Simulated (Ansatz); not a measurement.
## Ag: Ag vacancy

The calculation used Ansatz 0.2.0, DFT PBE, scalar-relativistic, plane waves, PAW. Run with 420 eV cutoff, 3×3×3 k-mesh, Gaussian smearing of 0.10 eV, no spin polarisation.

Host crystal, relaxed:

```
Ag
1.0
     0.00000    2.07375    2.07375
     2.07375    0.00000    2.07375
     2.07375    2.07375    0.00000
Ag
1
Direct
  0.00000 0.00000 0.00000
```

Supercell of 62 atoms, rows in host cell vectors: -2 3 2; -2 2 -3; -2 -3 3. Atoms relax at the host's cell, keeping the symmetry that the supercell leaves at the site. The cell is small, so energies carry finite-size errors of tenths of an eV. The host is a metal. Atoms are taken from and returned to the elements' standard states.

Defect: Ag vacancy set at (0.000, 0.000, 0.000) of the host cell. Before relaxation its nearest neighbours are 12 Ag at 2.93 Å.

| charge | E_f at the valence band top (eV) | moment (μB) | largest move (Å) | atoms near the site |
| --- | --- | --- | --- | --- |
| 0 | 0.74 | 0.00 | 0.03 | 12 Ag at 2.90 Å |

Cost: 2 runs of about 13 core-minutes in all, on AMD EPYC 9R45 (Zen 5) (shared hosts).